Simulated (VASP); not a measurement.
# Hf in VASP: a series of runs

Runs on Hf. Level: PBE. Tasks: single point.

All numbers are computed with VASP 6.6.1; they aren't measurements. Logs are shortened: lines on timing, memory, paths and dates and some standing lists are left out, and cuts for length are marked.

## 1. Starting point

The cell holds a slab with vacuum, 6 atoms: a = 3.197 Å, b = 3.197 Å, c = 22.645 Å, α = 90.00°, β = 90.00°, γ = 120.00°.

The slab is cut from a database's or a generator's crystal, which needn't be the stable form of the element.

## 2. Single point, PBE

INCAR reads:

```
PREC     = Accurate       # precision mode
ENCUT    = 400            # plane-wave cutoff, eV
EDIFF    = 1E-7           # SCF threshold, eV
ISMEAR   = 1              # smearing method
SIGMA    = 0.1            # smearing width, eV
LREAL    = F              # projectors in reciprocal space
LASPH    = T              # aspherical terms in the spheres
NELM     = 120            # most SCF steps
ALGO     = Normal         # electronic algorithm
ISIF     = 2              # what is computed and relaxed
LWAVE    = F              # write WAVECAR
LCHARG   = F              # write CHGCAR
LDIPOL   = T            
IDIPOL   = 3            
DIPOL    = 0.5 0.5 0.500
GGA      = PE             # functional
NBANDS   = 44             # bands
LVHAR    = T            
LVACPOTAV= T
```

KPOINTS reads:

```
regular mesh
0
Gamma
  12 12 1
```

POSCAR reads:

```
Hf
1.0
    3.1966985242      0.0000000000      0.0000000000
   -1.5983492621      2.7684221302      0.0000000000
    0.0000000000      0.0000000000     22.6445000000
Hf
6
Direct
    0.6666666667      0.3333333334      0.2208041688
    0.3333333333      0.6666666666      0.3324825013
    0.6666666667      0.3333333334      0.4441608338
    0.3333333333      0.6666666666      0.5558391662
    0.6666666667      0.3333333334      0.6675174987
    0.3333333333      0.6666666666      0.7791958312
```

Potentials or basis: VASP PAW PBE potentials, release 64 (Hf_pv).

Started as:

```console
$ cat potpaw_PBE.64/Hf_pv/POTCAR > POTCAR
$ mpirun -np 1 vasp_std > vasp.out
```

OUTCAR:

```text
PREC = Accurate
   ENCUT = 400
   EDIFF = 1E-7
   ISMEAR = 1
   LREAL = F
   LASPH = T
   NELM = 120
   ISIF = 2
   GGA = PE

 Found     19 irreducible k-points:

 Following reciprocal coordinates:
            Coordinates               Weight
  0.000000  0.000000  0.000000      1.000000
  0.083333  0.000000  0.000000      6.000000
  0.166667  0.000000  0.000000      6.000000
  0.250000  0.000000  0.000000      6.000000
  0.333333  0.000000  0.000000      6.000000
  0.416667  0.000000  0.000000      6.000000
   k-points           NKPTS =     19   k-points in BZ     NKDIM =     19   number of bands    NBANDS=     44
   number of dos      NEDOS =    301   number of ions     NIONS =      6
   total plane-waves  NPLWV =  86400
   dimension x,y,z NGX =    24 NGY =   24 NGZ =  150
   dimension x,y,z NGXF=    48 NGYF=   48 NGZF=  300
   ions per type =               6
   NGX,Y,Z   is equivalent  to a cutoff of  12.48, 12.48, 11.01 a.u.
   NGXF,Y,Z  is equivalent  to a cutoff of  24.96, 24.96, 22.02 a.u.
 SYSTEM =  unknown system
   PREC   = accura    normal or accurate (medium, high low for compatibility)
   ISTART =      0    job   : 0-new  1-cont  2-samecut
   ICHARG =      2    charge: 1-file 2-atom 10-const
   ISPIN  =      1    spin polarized calculation?
   LNONCOLLINEAR =      F non collinear calculations
   LSORBIT =      F    spin-orbit coupling
   LASPH  =      T    aspherical Exc in radial PAW
   ENCUT  =  400.0 eV  29.40 Ry    5.42 a.u.   5.21  5.21 36.93*2*pi/ulx,y,z
   NELM   =    120;   NELMIN=  2; NELMDL= -5     # of ELM steps
   EDIFF  = 0.1E-06   stopping-criterion for ELM
   LREAL  =      F    real-space projection
   EDIFFG = 0.1E-05   stopping-criterion for IOM
   NSW    =      0    number of steps for IOM
   IBRION =     -1    ionic relax: 0-MD 1-quasi-New 2-CG
   NFREE  =      0    steps in history (QN), initial steepest desc. (CG)
   ISIF   =      2    stress and relaxation
   ISYM   =      2    0-nonsym 1-usesym 2-fastsym
   POTIM  = 0.5000    time-step for ionic-motion
   TEBEG  =    0.0;   TEEND  =   0.0 temperature during run
   PSTRESS=    0.0 pullay stress
   NELECT =      60.0000    total number of electrons
   NUPDOWN=      -1.0000    fix difference up-down
   EMIN   =  10.00;   EMAX   =-10.00  energy-range for DOS
   EFERMI =   0.00;   METHOD = LEGACY
   ISMEAR =     1;   SIGMA  =   0.10  broadening in eV -4-tet -1-fermi 0-gaus
   EFERMI_NEDOS =   21; number of points for ismear=-14 and -15
   IALGO  =     38    algorithm
   IMIX   =      4    mixing-type and parameters
     AMIX     =   0.40;   BMIX     =  1.00
     AMIX_MAG =   1.60;   BMIX_MAG =  1.00
  volume/ion in A,a.u.               =      33.40       225.39
  Fermi-wavevector in a.u.,A,eV,Ry     =   1.095199  2.069626 16.319653  1.199461
  Thomas-Fermi vector in A             =   2.231518
   LORBIT       =      0    0 simple, 1 ext, 2 COOP (PROOUT), +10 PAW based schemes
   GGA     = PE    functional components
   LHFCALC =     F    Hartree Fock is set to
   AEXX    =    0.0000 exact exchange contribution
   IVDW    =     0    specifies the selected vdW correction
   LEPSILON=     F    determine dielectric tensor
   LRPA    =     F    only Hartree local field effects (RPA)
 non-spin polarized calculation
 Methfessel and Paxton  Order N= 1 SIGMA  =   0.10
  energy-cutoff  :      400.00
  volume of cell :      200.40
 maximum number of plane-waves:      3667
 NGX is ok and might be reduce to    24
   NGX = 11   NGY = 11   NGZ = 73

 dipolmoment           0.000000      0.000000      0.000000 electrons x Angstroem

 number of electron      60.0000012 magnetization

 dipolmoment           0.000000      0.000000     -0.000000 electrons x Angstroem

 Free energy of the ion-electron system (eV)
  ---------------------------------------------------
  ext. energy  EPLUGINS =         0.00000000
  ---------------------------------------------------
  free energy    TOTEN  =       -57.49879384 eV

  energy without entropy =      -57.49659245  energy(sigma->0) =      -57.49806004

 E-fermi :   1.9777     XC(G=0):  -8.4120

 val. band max:        1.9757140368   @ k =   0.3333   0.0833   0.0000
 cond. band min:       1.9898401845   @ k =   0.3333   0.0833   0.0000
 fundamental gap:      0.0141261477
 Fermi energy:         1.9777484849

 k-point     1 :       0.0000    0.0000    0.0000
  band No.  band energies     occupation
      1     -29.1297      2.00000
      2     -29.1112      2.00000
      3     -28.9340      2.00000
      4     -28.6591      2.00000
      5     -28.5778      2.00000
      6     -28.5778      2.00000
[... 34 lines left out ...]
     41       3.5722     -0.00000
     42       3.8749     -0.00000

 k-point     2 :       0.0833    0.0000    0.0000
  band No.  band energies     occupation
      1     -29.1181      2.00000
      2     -29.1025      2.00000
      3     -28.9265      2.00000
      4     -28.6715      2.00000
      5     -28.6187      2.00000
      6     -28.6071      2.00000
[... 34 lines left out ...]
     41       3.7292     -0.00000
     42       3.7407     -0.00000

 k-point     3 :       0.1667    0.0000    0.0000
  band No.  band energies     occupation
      1     -29.0876      2.00000
      2     -29.0793      2.00000
      3     -28.9067      2.00000
      4     -28.7461      2.00000
      5     -28.7245      2.00000
      6     -28.6540      2.00000
[... 34 lines left out ...]
     41       3.9325     -0.00000
     42       4.1196      0.00000

 k-point     4 :       0.2500    0.0000    0.0000
  band No.  band energies     occupation
      1     -29.0512      2.00000
      2     -29.0504      2.00000
      3     -28.9004      2.00000
      4     -28.8772      2.00000
      5     -28.8423      2.00000
      6     -28.7173      2.00000
[... 34 lines left out ...]
     41       4.3809      0.00000
     42       4.5665      0.00000

 k-point     5 :       0.3333    0.0000    0.0000
  band No.  band energies     occupation
      1     -29.0387      2.00000
      2     -29.0365      2.00000
      3     -29.0015      2.00000
      4     -28.9991      2.00000
      5     -28.8521      2.00000
      6     -28.8142      2.00000
[... 34 lines left out ...]
     41       4.8064      0.00000
     42       5.0690      0.00000

 k-point     6 :       0.4167    0.0000    0.0000
  band No.  band energies     occupation
      1     -29.1126      2.00000
      2     -29.1112      2.00000
      3     -29.0221      2.00000
      4     -29.0156      2.00000
      5     -28.8988      2.00000
      6     -28.8720      2.00000
[... 34 lines left out ...]
     41       5.2693      0.00000
     42       5.2693      0.00000

 [... further k-points ...]

 [bands above 42 left out]

------------------------ aborting loop because EDIFF is reached ----------------------------------------

  FORCE on cell =-STRESS in cart. coord.  units (eV):
  Direction    XX          YY          ZZ          XY          YZ          ZX
  --------------------------------------------------------------------------------------
  -------------------------------------------------------------------------------------
  Total       -2.1806968     -2.1806968     -2.5692467     -0.0000000      0.0000000      0.0000000
  in kB      -17.4344857    -17.4344857    -20.5409091     -0.0000000      0.0000000      0.0000000
  external PRESSURE =     -18.4699601 kB  Pullay stress =       0.0000000 kB

 VOLUME and BASIS-vectors are now :
 -----------------------------------------------------------------------------
  energy-cutoff  :      400.00
  volume of cell :      200.40
      direct lattice vectors                 reciprocal lattice vectors
     3.196698524  0.000000000  0.000000000     0.312822743  0.180608295  0.000000000
    -1.598349262  2.768422130  0.000000000     0.000000000  0.361216589  0.000000000
     0.000000000  0.000000000 22.644500000     0.000000000  0.000000000  0.044160834

 POSITION                                       TOTAL-FORCE (eV/Angst)
 -----------------------------------------------------------------------------------
      1.59835      0.92281      5.00000         0.000000      0.000000      0.633900
     -0.00000      1.84561      7.52890        -0.000000     -0.000000     -0.767033
      1.59835      0.92281     10.05780         0.000000      0.000000      0.116479
     -0.00000      1.84561     12.58670        -0.000000     -0.000000     -0.116479
      1.59835      0.92281     15.11560         0.000000      0.000000      0.767033
     -0.00000      1.84561     17.64450        -0.000000      0.000000     -0.633900
 -----------------------------------------------------------------------------------
    total drift:                               -0.000000     -0.000000     -0.000000

  FREE ENERGIE OF THE ION-ELECTRON SYSTEM (eV)
  ---------------------------------------------------
  free  energy   TOTEN  =       -57.4987938383 eV

  energy  without entropy=      -57.4965924488  energy(sigma->0) =      -57.49806004
```

OSZICAR:

```text
N       E                     dE             d eps       ncg     rms          rms(c)
DAV:   1     0.226302726167E+03    0.22630E+03   -0.29251E+04  1984   0.102E+03
DAV:   2    -0.447311217437E+02   -0.27103E+03   -0.25721E+03  1944   0.285E+02
DAV:   3    -0.610250816021E+02   -0.16294E+02   -0.15342E+02  2224   0.466E+01
DAV:   4    -0.617023125375E+02   -0.67723E+00   -0.66814E+00  2240   0.974E+00
[... 38 lines left out ...]
DAV:  43    -0.574987961504E+02   -0.22243E-05   -0.50622E-06  1848   0.542E-03    0.414E-02
DAV:  44    -0.574987949616E+02    0.11888E-05   -0.11508E-06  1880   0.463E-03    0.209E-02
DAV:  45    -0.574987942629E+02    0.69872E-06   -0.84155E-07  1896   0.297E-03    0.112E-02
DAV:  46    -0.574987939320E+02    0.33092E-06   -0.36795E-07  1484   0.167E-03    0.728E-03
DAV:  47    -0.574987938383E+02    0.93668E-07   -0.94775E-08  1252   0.112E-03
   1 F= -.57498794E+02 E0= -.57498060E+02  d E =-.220139E-02
```

stdout:

```text
POSCAR found type information on POSCAR Hf
 POSCAR found :  1 types and       6 ions
 scaLAPACK will be used
 LDA part: xc-table for (Slater+PW92), standard interpolation
 POSCAR, INCAR and KPOINTS ok, starting setup
 FFT: planning ... GRIDC
[... 27 lines left out ...]
|           W    W  A    A  R    R  N    N  II  N    N   GGGG   !!!           |
|                                                                             |
|     Did not find any points to average over, which means that no vacuum     |
|     field-free region was found. Please increase the size of  your cell     |
|     in the dimension of the dipole correction to obtain accurate            |
|     workfunction values.                                                    |
|                                                                             |
 -----------------------------------------------------------------------------
```

Run time: 7.3 min. Hardware: 1 thread of Intel Xeon Platinum 8259CL at 2.50GHz (Skylake/Cascade Lake), shared host; peak memory 0.3 GiB.

These settings aren't checked as converged: the numbers below hold their error.

What came out:

* Free energy: -57.4988 eV
* Largest force: 0.767 eV/Å
* Band gap on the k mesh: none (metal or under the smearing width)

## 3. Single point, PBE

This run uses another cell than the first one, of 36.35 Å³/atom, 1.088 times its volume.

INCAR: that of step 2 with these lines changed.

```diff
@@ -4,3 +4,3 @@
 ISMEAR   = 1              # smearing method
-SIGMA    = 0.1            # smearing width, eV
+SIGMA    = 0.3            # smearing width, eV
 LREAL    = F              # projectors in reciprocal space
```

KPOINTS is that of step 2.

POSCAR reads:

```
Hf
1.0
    3.1966985242      0.0000000000      0.0000000000
   -1.5983492621      2.7684221302      0.0000000000
    0.0000000000      0.0000000000     24.6445000000
Hf
6
Direct
    0.6666666667      0.3333333334      0.2434620301
    0.3333333333      0.6666666666      0.3460772180
    0.6666666667      0.3333333334      0.4486924060
    0.3333333333      0.6666666666      0.5513075940
    0.6666666667      0.3333333334      0.6539227820
    0.3333333333      0.6666666666      0.7565379699
```

Potentials or basis: VASP PAW PBE potentials, release 64 (Hf_pv).

Started as:

```console
$ cat potpaw_PBE.64/Hf_pv/POTCAR > POTCAR
$ mpirun -np 1 vasp_std > vasp.out
```

Wall time 7.9 min (1 thread of Intel Xeon Platinum 8259CL at 2.50GHz (Skylake/Cascade Lake), shared host); peak memory 0.33 GiB.

The run converged, but some of its settings lie outside the range that counts as converged, so its numbers aren't taken as properties of the slab.

Results:

- Free energy: -57.5013 eV
- Largest force: 0.740 eV/Å
- Band gap on the k mesh: none (metal or under the smearing width)
- Work function of the upper face: 4.35 eV
- Work function of the lower face: 4.35 eV
